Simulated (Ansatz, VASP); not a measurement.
**Two plane-wave programs on Li**

The input INCAR:

```
PREC     = Accurate       # precision mode
ENCUT    = 600            # plane-wave cutoff, eV
EDIFF    = 1E-6           # SCF threshold, eV
ISMEAR   = 1              # smearing method
SIGMA    = 0.1            # smearing width, eV
LREAL    = F              # projectors in reciprocal space
LASPH    = T              # aspherical terms in the spheres
NELM     = 100            # most SCF steps
ALGO     = Normal         # electronic algorithm
ISIF     = 3              # what is computed and relaxed
LWAVE    = F              # write WAVECAR
LCHARG   = F              # write CHGCAR
GGA      = CA             # functional
IBRION   = 2              # ionic algorithm
NSW      = 80             # ionic steps
EDIFFG   = -0.005         # ionic threshold
```

Contents of KPOINTS:

```
Automatic mesh
0
Gamma
  13 13 13
```

File POSCAR:

```
Li
1.0
    0.0000000000      2.2020000000      2.2020000000
    2.2020000000      0.0000000000      2.2020000000
    2.2020000000      2.2020000000      0.0000000000
Li
1
Direct
    0.0000000000      0.0000000000      0.0000000000
```

Input for Ansatz:

```yaml
crystal:
  lattice:
    - [0.0, 2.202, 2.202]
    - [2.202, 0.0, 2.202]
    - [2.202, 2.202, 0.0]
  atoms:
    - { symbol: Li, position: [0.0, 0.0, 0.0] }
basis:
  ecutwfc: 420.0
kpoints:
  mp_grid:
    grid: [13, 13, 13]
    shift: [0.0, 0.0, 0.0]
hamiltonian:
  xc: lda
  dispersion: none
scf:
  occupations:
    method: methfessel_paxton
relax:
  f_tol: 0.005
  cell: {}
```

This isn't the form of Li at room conditions, which is bcc.

Alike in both runs: task relaxation of cell and atoms; functional LDA; k mesh 13 × 13 × 13; no spin polarisation.

|  | VASP | Ansatz |
| --- | --- | --- |
| version | VASP 6.6.1 | Ansatz 0.2.0 |
| potentials or method | VASP PAW LDA potentials, release 64 (Li_sv) | plane waves, PAW |
| plane-wave cutoff (eV) | 600 | 420 |
| occupations | methfessel-paxton of order 1, width 0.1 eV | methfessel-paxton of order 1 |
| valence electrons in the cell | 3 | 3 |

Ansatz gave:

```
relaxed volume (Å³/atom)                                     : 18.97
relaxed cell length with the largest relative difference (Å) : 2.994
energy change over the relaxation (meV/atom)                 : -12
```

Task: What did VASP give for the same quantities?

Result: Relaxed volume (Å³/atom): 18.68; relaxed cell length with the largest relative difference (Å): 2.978; energy change over the relaxation (meV/atom): -14.

Caveats: the cutoff is under 1.25 times the usual one of these potentials, so pressure, stress and relaxed cells hold a basis-set (Pulay) error (VASP); the volume moved by -13 % from the deposited cell, more than functionals usually miss. LDA usually gives volumes a few per cent too small. Zero-point motion and thermal expansion aren't in these numbers.
